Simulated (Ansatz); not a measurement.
# W, space group Fm-3m: a convergence test of the plane-wave cutoff

Program: Ansatz 0.2.0 through its Python package.

Run as a notebook:

In [1]:
```python
from dataclasses import dataclass
import csv
import warnings

import ansatz as az
from pymatgen.core import Lattice, Structure
from pymatgen.io.ase import AseAtomsAdaptor
```

In [2]:
```python
@dataclass
class RunConfig:
    xc: str = 'PBE'
    k_spacing: float = 0.2
    smearing: str = 'methfessel_paxton'
    sigma: float = 0.05
```

In [3]:
```python
opts = RunConfig()
```

In [4]:
```python
warnings.simplefilter('ignore', az.DeckWarning)

pmg_structure = Structure(
    Lattice([(0.0, 2.03, 2.03), (2.03, 0.0, 2.03), (2.03, 2.03, 0.0)]),
    ['W'],
    [
        (0.0, 0.0, 0.0),
    ],
)
cell = az.Crystal.from_ase(AseAtomsAdaptor.get_atoms(pmg_structure))

calculation = cell.calculation()
calculation = calculation.functional(opts.xc)
calculation = calculation.kpoints(spacing=opts.k_spacing).occupations(opts.smearing, width=opts.sigma)
```

In [5]:
```python
rows = []
for value in [250, 325, 400, 475, 550]:
    r = calculation.basis(value).run(threads=1).report
    rows.append((value, r['free_energy_ev'] / len(r['lattice']['sites']), r['n_iterations'], r['n_pw']))

with open('ecut.csv', 'w', newline='') as handle:
    writer = csv.writer(handle)
    writer.writerow(['cutoff (eV)', 'F/atom (eV)', 'iterations', 'plane waves'])
    writer.writerows([round(v, 5) if isinstance(v, float) else v for v in row] for row in rows)
```

In [6]:
```python
# the last row is the reference
for row in rows[:-1]:
    shift = 1000 * (row[1] - rows[-1][1])
    print(f'{row[0]}: {shift:+.2f} meV/atom' + ('  (within 5 meV)' if abs(shift) < 5 else ''))
```
```text
250: +481.86 meV/atom
325: +10.54 meV/atom
400: +1.59 meV/atom  (within 5 meV)
475: +0.23 meV/atom  (within 5 meV)
```

File `ecut.csv` afterwards:
```csv
cutoff (eV),F/atom (eV),iterations,plane waves
250,-10383.85509,5,169
325,-10384.32641,4,229
400,-10384.33535,4,307
475,-10384.33671,4,411
550,-10384.33695,4,531
```

From 400 eV on it stays within 5 meV an atom of the value at 550 eV; the first row (250 eV) is off by 481.9 meV and the last but one by 0.23 meV. The energy falls steadily, as expected when plane waves are added.

No spin polarisation was allowed. Spin-orbit coupling, which matters for elements this heavy, is left out. This isn't the structure that W takes at ambient conditions. Shifts are counted from the last row, which is itself no proven limit. The script silences the warnings on its input, which a real study should read. Finished in 4.2 s on 1 thread of Intel(R) Xeon(R) Processor @ 2.30GHz, with other jobs on the host, peak memory 0.54 GiB.
